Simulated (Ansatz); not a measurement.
## SiC (F-43m), elastic constants by finite strains: input and output

Method: PBEsol, PAW on Ansatz 0.2.0's default frozen-core files (fitted under PBE), scalar-relativistic.

Cell and atoms were relaxed beforehand by PAW with this functional.

Command line:

```sh
ansatz run input.yaml --threads 1 --pin off --max-ram 2560MiB --backend cpu --events-out ev --progress --plain --runs-dir out
```

Input:

```yaml
crystal:
  lattice:
    - [0.0, 2.17841288818, 2.17841288818]
    - [2.17841288818, 0.0, 2.17841288818]
    - [2.17841288818, 2.17841288818, 0.0]
  atoms:
    - { symbol: Si, position: [0.0, 0.0, 0.0] }
    - { symbol: C, position: [0.75, 0.75, 0.75] }
kpoints:
  mp_grid: { grid: [10, 10, 10] }
scf:
  occupations: { method: fixed }
hamiltonian:
  xc: pbesol
  pseudopotentials: { kind: paw }
elastic:
  mode: relaxed_ion
  stencil: two_point
  amplitude: 0.005
```

Output:

```
Warning: RAYON_NUM_THREADS=1 ignored (pool sized by the plan → 1); use --threads N
Engine: ansatz 0.2.0, aarch64-unknown-linux-gnu
Pseudopotentials: kind: paw
Pseudopotential: Si, paw, valence charge 4, recommended cutoff 420 eV (normal), Si.paw.azcp
Pseudopotential: C, paw, valence charge 4, recommended cutoff 420 eV (normal), C.paw.azcp
Functional definition: PBEsol
  exchange = pbesol_x
  correlation = pbesol_c
Crystal: 2 atoms, lattice volume = 20.675 Å³
Basis set: ecut = 420 eV, 411 PW (Γ), exchange–correlation on 48×48×48 points (8 copies of the dense FFT grid, shifted against one another)
Bands: 8, of which v1, the nominal top of the filled ones, is band 4 counted from 1 (3 counted from 0)
Symmetry: 24 space group operations
Space group: F-43m (ITA 216), of the structure as read, at distance tolerance 2.7e-5 Å
k-points: 47 of 1000 (time reversal used)
Non-local potential: Si, projectors of the file, l = 0: 2, l = 1: 2, l = 2: 2
Non-local potential: C, projectors of the file, l = 0: 2, l = 1: 2, l = 2: 1
PAW form: soft (Blöchl's): semilocal exchange-correlation on the pseudo side does not see the compensation charge
[... 153 lines left out ...]
       389.555    137.443    137.443      0.000      0.000     -0.000
       137.443    389.555    137.443      0.000      0.000     -0.000
       137.443    137.443    389.555      0.000      0.000     -0.000
         0.000     -0.000     -0.000    242.841      0.000     -0.000
         0.000      0.000      0.000     -0.000    242.841      0.000
         0.000     -0.000      0.000     -0.000      0.000    242.841
  reference stress σ⁰ (GPa):     -0.001     -0.001     -0.001     -0.000      0.000      0.000
  C* (energy form; C + prestress term) asymmetry max|C*_kj − C*_jk| = 8.527e-14 GPa — a small one proves nothing (zero by symmetry where the batch's group is 432, −43m or m−3m); a large one is finite-difference/SCF noise where ...
  moduli (Voigt/Reuss/Hill, GPa): K = 221.48/221.48/221.48   G = 196.13/177.18/186.65   E = 437.16   ν = 0.171
  mechanically stable: yes (min eigenvalue of sym C = 242.84 GPa)
  strain η (Voigt 11):  stress-route row diagonal C_11 = 389.55 GPa, energy-path curvature d²(F+E_count+ΔE)/dδ²/Ω₀ = 389.88 GPa
         δ    σ_11 (GPa)             F (eV)   n_scf  n_hpsi   n_pw
    -5.000e-3      -1.9526        -868.7053846       7   15256    411   relax 0 steps, max|allowed force component| 1.67e-16 eV/Å
     5.000e-3       1.9429        -868.7054159       5   13657    415   relax 0 steps, max|allowed force component| 1.67e-16 eV/Å
  strain η (Voigt 23):  stress-route row diagonal C_44 = 242.84 GPa, energy-path curvature d²(F+E_count+ΔE)/dδ²/Ω₀ = 243.08 GPa
         δ    σ_23 (GPa)             F (eV)   n_scf  n_hpsi   n_pw
    -5.000e-3      -1.2142        -868.7056331       7   25123    413   relax 3 steps, max|allowed force component| 6.64e-7 eV/Å
     5.000e-3       1.2142        -868.7056331       6   21711    413   relax 2 steps, max|allowed force component| 4.27e-7 eV/Å
```

Self-consistency was reached.

Strained cells:

Elastic constants of a crystal by Kohn-Sham DFT: slopes of the stress over finite engineering strains of the given cell, Voigt indices, Cartesian axes as in the input; stress of each strained cell less that at rest, tension positive.

```
strain component  strain  stress xx (GPa)  stress yy (GPa)  stress zz (GPa)  stress yz (GPa)  stress xz (GPa)  stress xy (GPa)  relaxation steps
              xx  -0.005           -1.952          -0.7011          -0.7011                0                0                0                 0
              xx   0.005            1.944           0.6733           0.6733                0                0                0                 0
              yz  -0.005           0.0012          -0.0044          -0.0044           -1.214                0                0                 3
              yz   0.005           0.0012          -0.0044          -0.0044            1.214                0                0                 2
```

Elastic constants:

```json
{
  "Pressure at rest": "0.001 GPa",
  "Least elastic eigenvalue": "242.8 GPa",
  "Elastically stable": "yes"
}
```

```
index  elastic (GPa)
   11          389.6
   12          137.4
   44          242.8
```

Elastic moduli:

Hill averages of a grain aggregate, Debye temperature from the mean sound speed over directions.

| Item | Value |
| --- | --- |
| Bulk modulus | 221.5 GPa |
| Shear modulus | 186.7 GPa |
| Young modulus | 437.2 GPa |
| Poisson ratio | 0.171 |
| Bulk over shear modulus | 1.187 |
| Elastic anisotropy index | 0.5347 |
| Least young modulus | 317.9 GPa |
| Largest young modulus | 533.5 GPa |
| Longitudinal sound speed | 12090 m/s |
| Transverse sound speed | 7613 m/s |
| Elastic debye temperature | 1134 K |
| Linear compressibility (x, y, z) | 1.505, 1.505, 1.505 1/TPa |
| Zener ratio | 1.926 |
| Cauchy pressure | -105.4 GPa |

Limits of these numbers: frozen-core PAW files fitted under PBE, their cores solved anew for the functional of the run; constants at zero field, no piezoelectric stiffening.

Time and hardware: 20 s on 1 thread of Arm Neoverse V2, with other jobs on the host, peak memory 0.32 GiB.
